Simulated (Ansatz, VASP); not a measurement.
Sn3S in VASP and in Ansatz

```
Sn S
1.0
     4.84056    0.00000    0.00000
     0.00000    4.84056    0.00000
     0.00000    0.00000    4.84056
Sn S
3 1
Direct
  0.00000 0.50000 0.50000
  0.50000 0.00000 0.50000
  0.50000 0.50000 0.00000
  0.00000 0.00000 0.00000
```

Alike in both runs: task single point; functional PBEsol; k mesh 4 × 4 × 4; occupations gaussian, width 0.1 eV; no spin polarisation.

|  | VASP | Ansatz |
| --- | --- | --- |
| version | VASP 6.6.1 | Ansatz 0.2.0 |
| potentials or method | VASP PAW PBE potentials, release 64 (Sn_d, S) | scalar-relativistic, plane waves, PAW |
| plane-wave cutoff (eV) | 520 | 420 |
| valence electrons in the cell | 48 | 48 |

|  | VASP | Ansatz | Ansatz less VASP |
| --- | --- | --- | --- |
| gap on the k mesh at the Fermi level (eV) | none | none | - |
| pressure (GPa) | -6.5 | -6.4 | +0.06 |

A gap of «none» marks a metal or a gap that the smearing closes. With one functional, cell and mesh, what is left measures potentials, basis and numerics.

Caveats: the PAW data sets were made with another functional, which shifts forces and pressure a little (VASP).
